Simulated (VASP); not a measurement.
# GaN (F-43m) under uniaxial stress along [111]

Wanted: the response of GaN to uniaxial stress along [111], as a table, with a fit that predicts a row left out.

Calculated with VASP 6.6.1; LDA; plane waves and PAW (Ga_d, N); cell typed or built by script, in the first sound run; inputs show where later runs differ.

**1. The starting structure**

The structure is cubic, space group F-43m (No. 216). The conventional cell has a = 4.500 Å, b = 4.500 Å, c = 4.500 Å, α = 90.00°, β = 90.00°, γ = 90.00°. Nearest to Ga lie 4 N at 1.95 Å. Nearest to N lie 4 Ga at 1.95 Å. Farther neighbours and most contacts between anions are not listed.

**2. Relax the crystal, LDA**

The series starts from the cell that this level prefers, so that zero strain is near zero stress.

This step took 2 runs in a row; the last is shown.

Level: LDA; plane waves and PAW (Ga_d, N); cell typed or built by script.

INCAR reads:

```
SYSTEM = GaN
PREC = Accurate
ENCUT = 600
EDIFF = 1E-07
NELM = 120
ISMEAR = 0
SIGMA = 0.02
LREAL = .FALSE.
ALGO = Normal
GGA = CA
NBANDS = 15
LASPH = .TRUE.
LORBIT = 11
LWAVE = .FALSE.
LCHARG = .FALSE.
KPAR = 12
IBRION = 2
NSW = 40
ISIF = 3
EDIFFG = -0.005
POTIM = 0.4
```

POSCAR reads:

```
GaN
1.0
    0.0000000000      2.2313343091      2.2313343091
    2.2313343091      0.0000000000      2.2313343091
    2.2313343091      2.2313343091      0.0000000000
Ga N
1 1
Direct
    0.0000000000      0.0000000000      0.0000000000
    0.2500000000      0.2500000000      0.2500000000
```

KPOINTS reads:

```
Automatic mesh
0
Gamma
11 11 11
0 0 0
```

The projector-augmented-wave data sets are Ga_d and N (LDA family, release 64).

Launch:

```sh
$ mpirun -np 12 vasp_std
```

Log:

```text
[banner, memory and clock lines left out]
running   12 mpi-ranks, on    1 nodes
[...]
|                                                                             |
|           W    W    AA    RRRRR   N    N  II  N    N   GGGG   !!!           |
|           W    W   A  A   R    R  NN   N  II  NN   N  G    G  !!!           |
|           W    W  A    A  R    R  N N  N  II  N N  N  G       !!!           |
|           W WW W  AAAAAA  RRRRR   N  N N  II  N  N N  G  GGG   !            |
|           WW  WW  A    A  R   R   N   NN  II  N   NN  G    G                |
|           W    W  A    A  R    R  N    N  II  N    N   GGGG   !!!           |
|                                                                             |
|     For optimal performance we recommend to set                             |
|       NCORE = 2 up to number-of-cores-per-socket                            |
|     NCORE specifies how many cores store one orbital (NPAR=cpu/NCORE).      |
|     This setting can greatly improve the performance of VASP for DFT.       |
[...]
|     Unfortunately you need to use the default for GW and RPA                |
|     calculations (for HF NCORE is supported but not extensively tested      |
|     yet).                                                                   |
|                                                                             |

 LDA part: xc-table for (Slater(with rela. corr.)+CA(PZ))
 , standard interpolation
 POSCAR, INCAR and KPOINTS ok, starting setup
[...]
entering main loop
       N       E                     dE             d eps       ncg     rms          rms(c)
DAV:   1     0.857532580153E+02    0.85753E+02   -0.10353E+04  1880   0.234E+03
DAV:   2    -0.962955588987E+01   -0.95383E+02   -0.88750E+02  1925   0.361E+02
DAV:   3    -0.159400123772E+02   -0.63105E+01   -0.62836E+01  1827   0.774E+01
DAV:   4    -0.160128846994E+02   -0.72872E-01   -0.72858E-01  2165   0.873E+00
[...]
DAV:  11    -0.139446167820E+02    0.68215E-04   -0.22576E-04  2527   0.281E-01    0.128E-02
DAV:  12    -0.139446187308E+02   -0.19488E-05   -0.17683E-05  1939   0.487E-02    0.284E-03
DAV:  13    -0.139446186893E+02    0.41504E-07   -0.66328E-07  2552   0.156E-02
   1 F= -.13944619E+02 E0= -.13944619E+02  d E =-.139446E+02
[...]
reached required accuracy - stopping structural energy minimisation
```

Run time: 6.8 s. Hardware: 12 MPI ranks of Intel Xeon Platinum 8375C at 2.90GHz (Ice Lake), shared host; peak memory 1.8 GiB.

Lines that name or quote the potential files are left out of all logs, and their timing lines are given in words.

From OUTCAR (step 2):

```text
  Total        0.0013547      0.0013547      0.0013547      0.0000000      0.0000000      0.0000000
  in kB        0.0976821      0.0976821      0.0976821      0.0000000      0.0000000      0.0000000
  external PRESSURE =       0.0976821 kB  Pullay stress =       0.0000000 kB

 POSITION                                       TOTAL-FORCE (eV/Angst)
 -----------------------------------------------------------------------------------
      0.00000      0.00000      0.00000         0.000000      0.000000      0.000000
      1.11567      1.11567      1.11567        -0.000000     -0.000000     -0.000000
 -----------------------------------------------------------------------------------
    total drift:                               -0.000000     -0.000000      0.000000

  FREE ENERGIE OF THE ION-ELECTRON SYSTEM (eV)
  ---------------------------------------------------
  free  energy   TOTEN  =       -13.9446186893 eV

  energy  without entropy=      -13.9446186893  energy(sigma->0) =      -13.94461869

 reached required accuracy - stopping structural energy minimisation

[... 3 further parts left out ...]
[key lines of the parts left out:]
E-fermi :   5.4486
```

This run gave:

- energy(sigma→0) of the program: -13.9446 eV
- stress, compression positive: 0.01 along [111], 0.01 across it (mean), GPa
- volume: 22.219 Å³
- ionic steps: 1

**3. Strain across the axis, LDA**

One member in full: the axis is strained by 0.5 %, and the two directions across it are strained alike until their mean stress is under 0.012 GPa or five steps are spent.

Level: LDA; plane waves and PAW (Ga_d, N); cell typed or built by script.

INCAR, as its differences from that of step 2:

```diff
@@ -15,7 +15,7 @@
 LCHARG = .FALSE.
-KPAR = 12
-IBRION = 2
-NSW = 40
-ISIF = 3
-EDIFFG = -0.005
-POTIM = 0.4
+KPAR = 3
+IBRION = 1
+NSW = 25
+ISIF = 2
+EDIFFG = -0.004
+POTIM = 0.3
```

POSCAR reads:

```
GaN
1.0
    0.0087765820      2.2381026900      2.2381026900
    2.2381026900      0.0087765820      2.2381026900
    2.2381026900      2.2381026900      0.0087765820
Ga N
1 1
Direct
    0.0000000000      0.0000000000      0.0000000000
    0.2500000000      0.2500000000      0.2500000000
```

KPOINTS is that of step 2.

Launch:

```sh
$ mpirun -np 3 vasp_std
```

Log:

```text
[banner, memory and clock lines left out]
running    3 mpi-ranks, on    1 nodes
[...]
LDA part: xc-table for (Slater(with rela. corr.)+CA(PZ))
 , standard interpolation
 POSCAR, INCAR and KPOINTS ok, starting setup
[...]
entering main loop
       N       E                     dE             d eps       ncg     rms          rms(c)
DAV:   1     0.875526973588E+02    0.87553E+02   -0.10237E+04  4880   0.235E+03
DAV:   2    -0.947914210927E+01   -0.97032E+02   -0.90603E+02  4933   0.364E+02
DAV:   3    -0.159309328496E+02   -0.64518E+01   -0.64194E+01  4877   0.780E+01
DAV:   4    -0.160058497372E+02   -0.74917E-01   -0.74901E-01  5470   0.877E+00
[...]
DAV:  11    -0.139438956498E+02    0.71362E-04   -0.23304E-04  6731   0.287E-01    0.138E-02
DAV:  12    -0.139438976299E+02   -0.19801E-05   -0.18041E-05  4954   0.488E-02    0.362E-03
DAV:  13    -0.139438975794E+02    0.50455E-07   -0.68803E-07  6812   0.156E-02
   1 F= -.13943898E+02 E0= -.13943898E+02  d E =-.139439E+02
 BRION: g(F)=  0.204E-03 g(S)=  0.000E+00
[...]
N       E                     dE             d eps       ncg     rms          rms(c)
DAV:   1    -0.139439998479E+02   -0.10222E-03   -0.22765E-02  4436   0.123E+00    0.148E-02
DAV:   2    -0.139440283117E+02   -0.28464E-04   -0.33527E-04  5150   0.198E-01    0.710E-03
DAV:   3    -0.139440267780E+02    0.15337E-05   -0.66715E-06  6201   0.349E-02    0.219E-03
DAV:   4    -0.139440267253E+02    0.52728E-07   -0.63738E-07  5250   0.104E-02
   2 F= -.13944027E+02 E0= -.13944027E+02  d E =-.129146E-03
 BRION: g(F)=  0.138E-04 g(S)=  0.000E+00 retain N=  1 mean eig= 1.35
 eig:   1.353
[...]
N       E                     dE             d eps       ncg     rms          rms(c)
DAV:   1    -0.139440330085E+02   -0.62306E-05   -0.28355E-03  4429   0.433E-01    0.540E-03
DAV:   2    -0.139440365519E+02   -0.35433E-05   -0.41830E-05  5199   0.699E-02    0.258E-03
DAV:   3    -0.139440363516E+02    0.20023E-06   -0.82637E-07  6129   0.126E-02    0.810E-04
DAV:   4    -0.139440363439E+02    0.77011E-08   -0.66753E-08  3837   0.375E-03
   3 F= -.13944036E+02 E0= -.13944036E+02  d E =-.961869E-05
 BRION: g(F)=  0.303E-09 g(S)=  0.000E+00 retain N=  1 mean eig= 1.36
 eig:   1.359
 reached required accuracy - stopping structural energy minimisation
```

Elapsed: 43 s, on 3 MPI ranks; peak memory 0.53 GiB; 2.1 min of CPU time.

OUTCAR, selected parts (step 3):

```text
  Total       -0.0877423     -0.0877423     -0.0877423     -0.0879743     -0.0879743     -0.0879743
  in kB       -6.3068352     -6.3068352     -6.3068352     -6.3235159     -6.3235159     -6.3235159
  external PRESSURE =      -6.3068352 kB  Pullay stress =       0.0000000 kB

 POSITION                                       TOTAL-FORCE (eV/Angst)
 -----------------------------------------------------------------------------------
      0.00134      0.00134      0.00134         0.000042      0.000042      0.000042
      1.11990      1.11990      1.11990        -0.000042     -0.000042     -0.000042
 -----------------------------------------------------------------------------------
    total drift:                                0.000040      0.000040      0.000040

  FREE ENERGIE OF THE ION-ELECTRON SYSTEM (eV)
  ---------------------------------------------------
  free  energy   TOTEN  =       -13.9440363439 eV

  energy  without entropy=      -13.9440363439  energy(sigma->0) =      -13.94403634

[... 1 part as in an earlier step ...]

[... 3 further parts left out ...]
[key lines of the parts left out:]
E-fermi :   5.5284
```

Numbers from this step:

```
energy(sigma→0) of the program : -13.9440 eV
stress, compression positive   : -1.90 along [111], 0.00 across it (mean), GPa
ionic steps                    : 3
```

**4. Band edges, TB-mBJ with spin-orbit coupling**

Short lines in KPOINTS_OPT sample the zone centre along and across the axis, for masses, and the other valleys.

Level: TB-mBJ, spin-orbit coupling; plane waves and PAW (Ga_d, N); cell typed or built by script.

TB-mBJ has no energy functional, so the total energy, stress and pressure in this output mean nothing.

INCAR reads:

```
SYSTEM = GaN
PREC = Accurate
ENCUT = 600
EDIFF = 1E-06
NELM = 150
ISMEAR = 0
SIGMA = 0.02
LREAL = .FALSE.
ALGO = Normal
METAGGA = MBJ
LASPH = .TRUE.
LNONCOLLINEAR = .TRUE.
MAGMOM = 0 0 0 0 0 0
NBANDS = 28
GGA_COMPAT = .FALSE.
LSORBIT = .TRUE.
LWAVE = .FALSE.
LCHARG = .FALSE.
KPAR = 3
```

POSCAR reads:

```
GaN
1.0
    0.0087765820      2.2381026900      2.2381026900
    2.2381026900      0.0087765820      2.2381026900
    2.2381026900      2.2381026900      0.0087765820
Ga N
1 1
Direct
    0.0002989099      0.0002989099      0.0002989099
    0.2497010901      0.2497010901      0.2497010901
```

KPOINTS reads:

```
Automatic mesh
0
Gamma
9 9 9
0 0 0
```

KPOINTS_OPT reads:

```
Line mode
6
Line-mode
Reciprocal
  0.00000000   0.00000000   0.00000000
  0.02060583   0.02060583   0.02060583

  0.00000000   0.00000000   0.00000000
 -0.01254437   0.01254437  -0.00000000

  0.31000000   0.31000000   0.00000000
  0.50000000   0.50000000   0.00000000

  0.00000000   0.31000000   0.31000000
  0.00000000   0.50000000   0.50000000

  0.45000000   0.45000000   0.45000000
  0.50000000   0.50000000   0.50000000

  0.45000000   0.00000000   0.00000000
  0.50000000   0.00000000   0.00000000

  0.42500000   0.42500000   0.00000000
  0.42506984   0.44281026   0.01781026

  0.50000000   0.50000000   0.50000000
  0.48745563   0.51254437   0.50000000
```

Launch:

```sh
$ mpirun -np 3 vasp_ncl
```

Log:

```text
[banner, memory and clock lines left out]
running    3 mpi-ranks, on    1 nodes
[...]
|                                                                             |
|               ----> ADVICE to this user running VASP <----                  |
|                                                                             |
|     You enforced a specific xc type in the INCAR file but a different       |
|     [... a line on the potential file left out ...]
|     I HOPE YOU KNOW WHAT YOU ARE DOING!                                     |
|                                                                             |

 LDA part: xc-table for (None), standard interpolation
 POSCAR, INCAR and KPOINTS ok, starting setup
[...]
entering main loop
       N       E                     dE             d eps       ncg     rms          rms(c)
DAV:   1     0.125565869946E+03    0.12557E+03   -0.94319E+03 10848   0.253E+03
DAV:   2    -0.143811306673E+02   -0.13995E+03   -0.12977E+03  9784   0.494E+02
DAV:   3    -0.330213131816E+02   -0.18640E+02   -0.18305E+02 10588   0.140E+02
DAV:   4    -0.336242069169E+02   -0.60289E+00   -0.60062E+00 10500   0.264E+01
[...]
DAV:  48    -0.294626155368E+02   -0.50042E-05   -0.14124E-11  4728   0.661E-05    0.274E-06
DAV:  49    -0.294626167953E+02   -0.12585E-05   -0.76913E-12  4716   0.386E-05    0.261E-06
DAV:  50    -0.294626177526E+02   -0.95731E-06   -0.21210E-12  4736   0.297E-05
   1 F= -.29462618E+02 E0= -.29462618E+02  d E =-.438080E-38  mag=    -0.0000     0.0000    -0.0000
 Start KPOINTS_OPT (optional k-point list driver)
k-point batch [1-48\48]
       N       E                     dE             ncg
DAV:   1     0.469098981761E+04   -0.21762E+05     3212
DAV:   2    -0.200378407348E+04   -0.66948E+04     2864
DAV:   3    -0.282240820070E+04   -0.81862E+03     3192
DAV:   4    -0.284505910369E+04   -0.22651E+02     2932
DAV:   5    -0.284547583704E+04   -0.41673E+00     3204
DAV:   6    -0.284549135534E+04   -0.15518E-01     3516
DAV:   7    -0.284549169775E+04   -0.34240E-03     3388
DAV:   8    -0.284549170255E+04   -0.48028E-05     2392
DAV:   9    -0.284549170275E+04   -0.19998E-06     1780
```

Elapsed: 14 min, on 3 MPI ranks; peak memory 1.5 GiB; 41 min of CPU time.

Parts of OUTCAR (step 4):

```text
  LATTYP: Found a trigonal (rhomboedric) cell.
 ALAT       =     3.1651673463
 COS(alpha) =     0.5039175639

 Subroutine GETGRP returns: Found  6 space group operations
 (whereof  6 operations were pure point group operations)

The static configuration has the point symmetry C_3v.

 Found    165 irreducible k-points:

   k-points           NKPTS =    165   k-points in BZ     NKDIM =    165   number of bands    NBANDS=     28

   dimension x,y,z NGX =    28 NGY =   28 NGZ =   28
   dimension x,y,z NGXF=    56 NGYF=   56 NGZF=   56

   ENCUT  =  600.0 eV  44.10 Ry    6.64 a.u.   6.32  6.32  6.32*2*pi/ulx,y,z

   NELECT =      18.0000    total number of electrons

 E-fermi :   6.3015

 k-point     1 :       0.0000    0.0000    0.0000
  band No.  band energies     occupation
    ...
     14       6.0868      1.00000
     15       6.1221      1.00000
     16       6.1221      1.00000
     17       6.1257      1.00000
     18       6.1257      1.00000
     19       9.1328      0.00000
     20       9.1328      0.00000
     21      17.7714      0.00000
     22      17.7714      0.00000
     23      18.0803      0.00000
    ...

 k-point     2 :       0.1111    0.0000    0.0000
  band No.  band energies     occupation
    ...
     14       5.0312      1.00000
     15       5.9660      1.00000
     16       5.9690      1.00000
     17       5.9981      1.00000
     18       6.0029      1.00000
     19       9.9870      0.00000
     20       9.9876      0.00000
     21      17.4038      0.00000
     22      17.4062      0.00000
     23      18.0997      0.00000
    ...

  Total     -113.3399380   -113.3399380   -113.3399380     -0.1006566     -0.1006566     -0.1006566
  in kB    -8146.7736148  -8146.7736148  -8146.7736148     -7.2351045     -7.2351045     -7.2351045
  external PRESSURE =   -8146.7736148 kB  Pullay stress =       0.0000000 kB

 POSITION                                       TOTAL-FORCE (eV/Angst)
 -----------------------------------------------------------------------------------
      0.00134      0.00134      0.00134        -0.039532     -0.039532     -0.039532
      1.11990      1.11990      1.11990         0.039532      0.039532      0.039532
 -----------------------------------------------------------------------------------
    total drift:                               -0.109355     -0.109355     -0.109355

  FREE ENERGIE OF THE ION-ELECTRON SYSTEM (eV)
  ---------------------------------------------------
  free  energy   TOTEN  =       -29.4626177526 eV

  energy  without entropy=      -29.4626177526  energy(sigma->0) =      -29.46261775

 Spin-Orbit-Coupling matrix elements
 Ion:    1  E_soc:     -0.0097120
 Ion:    2  E_soc:     -0.0000805

[... 1 part as in an earlier step ...]

[... 7 further parts left out ...]
```

**5. Band edges, r2SCAN with spin-orbit coupling**

Short lines in KPOINTS_OPT sample the zone centre along and across the axis, for masses, and the other valleys.

Level: r2SCAN, spin-orbit coupling; plane waves and PAW (Ga_d, N); cell typed or built by script.

INCAR, as its differences from that of step 4:

```diff
@@ -4,3 +4,3 @@
 EDIFF = 1E-06
-NELM = 150
+NELM = 100
 ISMEAR = 0
@@ -9,3 +9,3 @@
 ALGO = Normal
-METAGGA = MBJ
+METAGGA = R2SCAN
 LASPH = .TRUE.
```

POSCAR is that of step 4.

KPOINTS is that of step 4.

KPOINTS_OPT is that of step 4.

Launch:

```sh
$ mpirun -np 3 vasp_ncl
```

Log:

```text
[banner, memory and clock lines left out]
running    3 mpi-ranks, on    1 nodes
[...]
[... a notice as in an earlier step ...]

 LDA part: xc-table for (None), standard interpolation
 POSCAR, INCAR and KPOINTS ok, starting setup
[...]
entering main loop
       N       E                     dE             d eps       ncg     rms          rms(c)
DAV:   1     0.302967289104E+01    0.30297E+01   -0.97691E+03 10872   0.266E+03
DAV:   2    -0.142211775772E+03   -0.14524E+03   -0.13527E+03  9676   0.530E+02
DAV:   3    -0.161396187985E+03   -0.19184E+02   -0.18849E+02 10736   0.144E+02
DAV:   4    -0.162001921218E+03   -0.60573E+00   -0.60361E+00 10172   0.271E+01
[...]
DAV:  17    -0.157004728985E+03    0.32695E-05   -0.15341E-05 12628   0.435E-02    0.217E-02
DAV:  18    -0.157004727410E+03    0.15750E-05   -0.11893E-06  8480   0.131E-02    0.125E-02
DAV:  19    -0.157004726796E+03    0.61481E-06   -0.62897E-07  6784   0.144E-02
   1 F= -.15700473E+03 E0= -.15700473E+03  d E =-.264123E-40  mag=    -0.0000     0.0000    -0.0000
 Start KPOINTS_OPT (optional k-point list driver)
k-point batch [1-48\48]
       N       E                     dE             ncg
DAV:   1     0.385450036339E+04   -0.22599E+05     3196
DAV:   2    -0.295127665382E+04   -0.68058E+04     2864
DAV:   3    -0.382324957640E+04   -0.87197E+03     3148
DAV:   4    -0.385020081563E+04   -0.26951E+02     2996
DAV:   5    -0.385064923374E+04   -0.44842E+00     3124
DAV:   6    -0.385066461319E+04   -0.15379E-01     3464
DAV:   7    -0.385066505388E+04   -0.44070E-03     3452
DAV:   8    -0.385066506094E+04   -0.70587E-05     2376
DAV:   9    -0.385066506112E+04   -0.18032E-06     1808
```

The job ended after 16 min (3 MPI ranks; peak memory 1.5 GiB; 48 min of CPU time).

[end of part 1 of 2]

[Lines on the potential files, build, host, timing and source positions are cut from VASP's logs without a mark.]

[Logs are printed without paths, hosts, clocks, repeated set-up lines and the standing remarks that a program may print on its own settings, such as how far it seeks lower states.]

[Hosts, paths, dates, database ids (printed as entryN), source tags and the programs' standing remarks are cut or masked in the printed files.]

[In band tables of VASP the shares of atoms and orbitals are scaled to a sum of 1 inside the atoms' spheres.]
